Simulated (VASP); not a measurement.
## A VASP 6.6.1 single-point calculation on BeTe

INCAR

```
NELM = 83
IBRION = -1
NBANDS = 8
SIGMA = 0.02
ENCUT = 520
ISIF = 2
LASPH = .TRUE.
LCHARG = .FALSE.
PREC = Accurate
LREAL = Auto
NSW = 0
LWAVE = .FALSE.
EDIFF = 1E-7
ISMEAR = -1
GGA = PE
```

KPOINTS

```
KPOINTS created by Atomic Simulation Environment
0
Gamma
8 8 8
0 0 0
```

POSCAR

```
Be Te
 1.0000000000000000
     0.0000000000000000    2.7437649167000000    2.7437649167000000
     2.7437649167000000    0.0000000000000000    2.7437649167000000
     2.7437649167000000    2.7437649167000000    0.0000000000000000
 Be  Te
   1   1
Cartesian
  0.0000000000000000  0.0000000000000000  0.0000000000000000
  1.3718824583499998  1.3718824583499998  1.3718824583499998
```

The recommended PBE PAW datasets give the neutral cell 8 valence electrons.

Command

```
mpirun -np 1 vasp_std
```

Problem. How does this run end, and what does it give?

Solution. It converged. Results: gap between bands v and c on the k mesh 1.77 eV; least direct gap on the k mesh 3.53 eV; pressure 6.7 GPa. Band v is the last that the valence electrons fill when counted band by band, and c is the next.

OSZICAR

```
N       E                     dE             d eps       ncg     rms          rms(c)
DAV:   1     0.213054783655E+02    0.21305E+02   -0.34929E+03   464   0.820E+02
DAV:   2    -0.711976086739E+01   -0.28425E+02   -0.27916E+02   680   0.104E+02
DAV:   3    -0.774258542154E+01   -0.62282E+00   -0.62282E+00   560   0.202E+01
DAV:   4    -0.774621167083E+01   -0.36262E-02   -0.36262E-02   736   0.187E+00
DAV:   5    -0.774622642562E+01   -0.14755E-04   -0.14755E-04   600   0.754E-02    0.466E+00
DAV:   6    -0.758765945718E+01    0.15857E+00   -0.23693E-01   552   0.257E+00    0.276E+00
DAV:   7    -0.754341484348E+01    0.44245E-01   -0.15849E-01   616   0.217E+00    0.608E-01
DAV:   8    -0.754369350878E+01   -0.27867E-03   -0.70869E-03   480   0.612E-01    0.112E-01
DAV:   9    -0.754395731667E+01   -0.26381E-03   -0.45002E-04   648   0.165E-01    0.291E-02
DAV:  10    -0.754399200713E+01   -0.34690E-04   -0.71366E-05   512   0.519E-02    0.220E-02
DAV:  11    -0.754399352799E+01   -0.15209E-05   -0.28876E-06   704   0.119E-02    0.142E-02
DAV:  12    -0.754399584467E+01   -0.23167E-05   -0.61937E-06   488   0.192E-02    0.900E-03
DAV:  13    -0.754399591503E+01   -0.70360E-07   -0.80931E-08   664   0.191E-03
   1 F= -.75439959E+01 E0= -.75439959E+01  d E =-.360242E-10
```

Standard output (part)

```
POSCAR found type information on POSCAR BeTe
 POSCAR found :  2 types and       2 ions
|     You have a (more or less) 'small supercell' and for smaller cells       |
|     it is recommended to use the reciprocal-space projection scheme!        |
|     The real-space optimization is not efficient for small cells and it     |
|     is also less accurate ...                                               |
|     Therefore, set LREAL=.FALSE. in the INCAR file.                         |
 LDA part: xc-table for (Slater+PW92), standard interpolation
 POSCAR, INCAR and KPOINTS ok, starting setup
 WAVECAR not read
 entering main loop
```

For comparison, a separate PBE run of the intended cell, on usual settings and not on those above, gives a gap of 1.77 eV on its mesh and a pressure of 6.7 GPa.
